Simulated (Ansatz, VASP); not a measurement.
# Al in VASP and in Ansatz

The input INCAR:

```
PREC     = Accurate       # precision mode
ENCUT    = 520            # plane-wave cutoff, eV
EDIFF    = 1E-6           # SCF threshold, eV
ISMEAR   = -1             # smearing method
SIGMA    = 0.01           # smearing width, eV
LREAL    = False          # projectors in reciprocal space
LASPH    = True           # aspherical terms in the spheres
NELM     = 60             # most SCF steps
ALGO     = Normal         # electronic algorithm
ISIF     = 2              # what is computed and relaxed
LWAVE    = False          # write WAVECAR
LCHARG   = False          # write CHGCAR
GGA      = PE             # functional
NBANDS   = 8              # bands
```

KPOINTS

```
Automatic mesh
0
Gamma
  13 13 13
```

The input POSCAR:

```
Al
1.0
    0.0000000000      2.0199630948      2.0199630948
    2.0199630948      0.0000000000      2.0199630948
    2.0199630948      2.0199630948      0.0000000000
Al
1
Direct
    0.0000000000      0.0000000000      0.0000000000
```

Input for Ansatz:

```yaml
crystal:
  lattice:
    - [0.0, 2.0199630948, 2.0199630948]
    - [2.0199630948, 0.0, 2.0199630948]
    - [2.0199630948, 2.0199630948, 0.0]
  atoms:
    - { symbol: Al, position: [0.0, 0.0, 0.0] }
hamiltonian:
  xc: pbe
  pseudopotentials:
    kind: paw
    azcp:
      Al: "pseudopotentials/Al.paw.azcp"
basis:
  ecutwfc: 420
  fft_grid_basis: typed
kpoints:
  mp_grid: { grid: [13, 13, 13], shift: [0, 0, 0] }
magnetization:
  spin_polarized: false
scf:
  occupations: { method: fermi_dirac, width: 0.01 }
  lower_state_search: "off"
output:
  stress: true
```

Alike in both runs: task single point; functional PBE; k mesh 13 × 13 × 13; occupations fermi-dirac, width 0.01 eV; no spin polarisation.

|  | VASP | Ansatz |
| --- | --- | --- |
| version | VASP 6.6.1 | Ansatz 0.2.0 |
| potentials or method | VASP PAW PBE potentials, release 64 (Al) | plane waves (420 eV) with PAW, scalar-relativistic |
| plane-wave cutoff (eV) | 520 | 420 |
| valence electrons in the cell | 3 | 3 |

Ansatz gave:

```
pressure (GPa) : 0.1
```

Q: What did VASP give for the same quantities?

A: Pressure (GPa): 0.0.
